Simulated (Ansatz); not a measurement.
A run of Ansatz 0.2.0 is set up as follows.

input.yaml

```yaml
crystal:
  lattice:
    - [0.0, 2.0859016414, 2.0859016414]
    - [2.0859016414, 0.0, 2.0859016414]
    - [2.0859016414, 2.0859016414, 0.0]
  atoms:
    - { symbol: Ni, position: [0.0, 0.0, 0.0], spin: 1.0 }
    - { symbol: O, position: [0.5, 0.5, 0.5] }
hamiltonian:
  xc: pbesol
  pseudopotentials: { kind: paw }
magnetization:
  spin_polarized: true
kpoints:
  mp_grid: { grid: [8, 8, 8] }
scf:
  occupations: { method: fermi_dirac, width: 0.05 }
phonons:
  method: dfpt
  qmesh: [2, 2, 2]
  temperatures: { t_max: 1000, t_step: 100 }
  qpath:
    path:
      - [[0.0, 0.0, 0.0], [0.5, 0.0, 0.5], [0.5, 0.25, 0.75], [0.375, 0.375, 0.75], [0.0, 0.0, 0.0], [0.5, 0.5, 0.5], [0.625, 0.25, 0.625], [0.5, 0.25, 0.75], [0.5, 0.5, 0.5], [0.375, 0.375, 0.75]]
      - [[0.625, 0.25, 0.625], [0.5, 0.0, 0.5]]
    npoints: 8
```

Potentials or basis: Ansatz PAW.

Run with:

```sh
$ ansatz run input.yaml --threads 2 --pin off --max-ram 5632MiB --backend cpu --events-out ev --progress --plain --runs-dir out
```

Question: Predict the highest phonon frequency.

Answer: 363 cm⁻¹.

Question: Estimate the most unstable mode.

Answer: 81i cm⁻¹.

Question: Predict the absolute moment.

Answer: 1.12 μB per cell.

Question: Estimate the site moments.

Answer: Ni +0.92; O +0.15 μB.

Phonon frequencies in cm⁻¹ (negative: imaginary):
```tsv
q point	frequencies
(0.000, 0.000, 0.000)	0 0 0 300 300 300
(0.000, 0.000, -0.500)	-81 -81 175 175 262 348
(0.000, -0.500, -0.500)	140 140 200 335 335 363
```

Caveat: some modes are imaginary; the q mesh is small, so phonon branches between its points and thermal values are rough; a cell with one magnetic atom can't hold antiferromagnetic order, which such compounds often take; semilocal functionals often make such compounds metallic where correlation or magnetic order opens a gap, which also shifts bond lengths.

**What was measured.**

From “Local correlations, non-local screening, multiplets, and band formation in NiO”, 2012, arxiv:1210.6675, for a bulk crystal of NiO: band gap 4.3 eV.

Measured gap of NiO: 4.3 eV (quoted in “Local correlations, non-local screening, multiplets, and band formation in NiO”, 2012, arxiv:1210.6675). This calculation gives 0.00 eV (-4.30 eV). So large a miss can be the level of theory's own, or it may mean another phase, state or a wrong row. The value is that of PBEsol on a finite k mesh, which can miss the band edges, without temperature or zero-point motion. Semilocal functionals fall short of measured gaps as a rule. The run's magnetic order (collinear spin, ferromagnetic start) needn't be the measured crystal's.
